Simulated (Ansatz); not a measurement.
We consider rock-salt NaBr, described by HSE06 (Ansatz, a first-principles code, plane waves, PAW).

Settings: plane-wave cutoff 460 eV, 8×8×8 k mesh, Fermi–Dirac smearing 0.01 eV, scalar-relativistic PAW data made under PBE.

Equation-of-state points:

```tsv
V (Å³/atom)	E − E_lowest (meV/atom)	P (GPa)
25.512	4.97	1.212
26.162	1.32	0.595
26.854	0.00	0.025
27.526	0.92	-0.453
28.197	3.70	-0.868
```

Problem. Estimate the bulk modulus and its pressure derivative from these points.

Solution. V0 = 26.889 Å³/atom, B0 = 20.4 GPa, B′ = 4.8 (fit to the energies at full precision).

Measured, for comparison: bulk modulus 22.6 GPa (4 K, no zero-point or thermal correction; as tabulated in Doll and Stoll (1998), arXiv:cond-mat/9801031); equilibrium volume per atom 26.01 Å³/atom (low temperature, no zero-point or thermal correction; as tabulated in Doll and Stoll (1998), arXiv:cond-mat/9801031). Computed less measured: bulk modulus -10 %, equilibrium volume per atom +3.4 %.

Static lattice: no zero-point or thermal effects.

Cost on a shared machine: about 12 core-minutes (a rough figure).
